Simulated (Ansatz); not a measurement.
AlRu (Pm-3m) under several functionals

Plane-wave DFT in Ansatz with scalar-relativistic PAW potentials. The same structure was relaxed (cell and atoms, symmetry kept) in separate runs at each level. No spin polarisation.

| level | cutoff (eV) | k mesh | V (Å³/atom) | a (Å) | B0 (GPa) |
| --- | --- | --- | --- | --- | --- |
| LDA | 420 | 14×14×14 | 12.885 | 2.954 | – |
| PBEsol | 420 | 14×14×14 | 13.184 | 2.976 | 219 |
| r2SCAN | 500 | 14×14×14 | 13.267 | 2.983 | 220 |

Q: Where does PBE (420 eV, k mesh 14×14×14) fall?

A: V (Å³/atom) 13.555, a (Å) 3.004, B0 (GPa) 203. Its volume is the largest of the set. The usual order of volumes, LDA < PBEsol < PBE, holds here (12.885, 13.184, 13.555 Å³/atom). As a rule LDA overbinds; PBEsol, built on the gradient expansion of slowly varying densities, lies between LDA and PBE; PBE's stronger gradient term for exchange weakens bonds. r2SCAN lies 2.1 % under PBE in volume. B0 goes from 219.3 to 203.3 GPa as the volume grows by 2.8 %; on one curve with B' = 4.4 the volume alone, B ∝ V^(−B'), would give 194.3 GPa, and the rest of the difference is the functional's own stiffness.